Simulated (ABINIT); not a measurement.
Runs of ABINIT 10.8.3 (patched build) on TiB2. The structure is hexagonal, space group P6/mmm (No. 191). Conventional cell: a = 3.029 Å, b = 3.029 Å, c = 3.228 Å, α = 90.00°, β = 90.00°, γ = 120.00°. Ti (site symmetry 6/mmm) is surrounded by 12 B at 2.38 Å. B (site symmetry -6m2) is surrounded by 3 B at 1.75 Å. 

```csv
task,level,potentials or basis,cell,k mesh,cutoff (eV),fine-grid cutoff,dispersion computed by,cell freedom (optcell),cutoff smearing ecutsm (Ha),optimiser (ionmov),gap on the mesh (eV),pressure (GPa),V0 of scaled cells (Å³/atom),B0 (GPa)
band structure,WC,JTH PAW PBE v2.0,as given,10 × 10 × 8,408,816.342 eV,-,-,-,-,none,(c),-,-
equation of state,RPBE+D3,JTH PAW PBE v2.0,as given,10 × 10 × 8,408,816.342 eV,simple-dftd3 1.7.0,-,-,-,-,-,(b),262
equation of state,PBE,JTH PAW PBE v2.0,as given,10 × 10 × 8,272,544.228 eV,-,-,-,-,-,-,8.60,253
equation of state,LDA,JTH PAW LDA v2.0,as given,10 × 10 × 8,571,1142.88 eV,-,-,-,-,-,-,(a),280
band structure,LDA,PseudoDojo NC SR LDA v0.4 stringent,as given,10 × 10 × 8,1143,-,-,-,-,-,none,-11.1,-,-
relaxation of cell and atoms,PBE+D2,JTH PAW PBE v2.0,relaxed,10 × 10 × 8,408,816.342 eV,-,2,0.5,2,none,0.0,-,-
single point,LDA,JTH PAW LDA v2.0,as given,13 × 13 × 10,408,816.342 eV,-,-,-,-,none,-10.7,-,-
band structure,PBEsol,PseudoDojo NC SR PBEsol v0.4 stringent,as given,10 × 10 × 8,1143,-,-,-,-,-,none,-4.7,-,-
```

Alike in all rows: no spin polarisation; smearing fermi-dirac 0.05 eV.

Estimate the missing entries.

(a) 8.21; (b) 8.40; (c) -3.9.

Caveats: the atomic spheres overlap (some runs); pressures at fixed basis lie under the slope of the energies (some runs); the cell was scaled at fixed shape and fractional positions, which overstates the stiffness of a crystal with free parameters, most of all of layers and chains (some runs); the PAW data sets were made with another functional, which shifts forces and pressure a little (some runs); pairwise dispersion overbinds metals, which lowers pressure and volume (some runs).

A gap of «none» marks a metal or a gap under the smearing width.
